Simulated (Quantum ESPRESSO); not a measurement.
CaO:

```
CELL_PARAMETERS angstrom
0.00000 2.40356 2.40356
2.40356 0.00000 2.40356
2.40356 2.40356 0.00000
ATOMIC_POSITIONS crystal
Ca 0.00000 0.00000 0.00000
O 0.50000 0.50000 0.50000
```

The cell is a database's computed one.

Base run:

```yaml
Program: Quantum ESPRESSO 7.5
Functional: WC
Potentials_or_basis: PseudoDojo 0.4.1 SR PBE standard
Cutoff: 1143 eV
Density_cutoff: 4572 eV
k_mesh: 8 × 8 × 8, shifted
Occupations: fermi-dirac, width 0.05 eV
Spin: no spin polarisation
```

Its results: pressure -2.8 GPa; electronic dielectric tensor (diagonal) 3.83.

Problem. The run is repeated on the same cell with these changes: functional from WC to LDA; potentials or basis from PseudoDojo 0.4.1 SR PBE standard to PseudoDojo 0.4.1 SR LDA standard. What comes out?

Solution. Pressure -7.3 GPa; electronic dielectric tensor (diagonal) 3.83.

Caveats: the potentials were made for another functional, which shifts forces and pressure (some runs); the cell is more than 3 GPa from zero pressure, which shifts response properties (some runs).
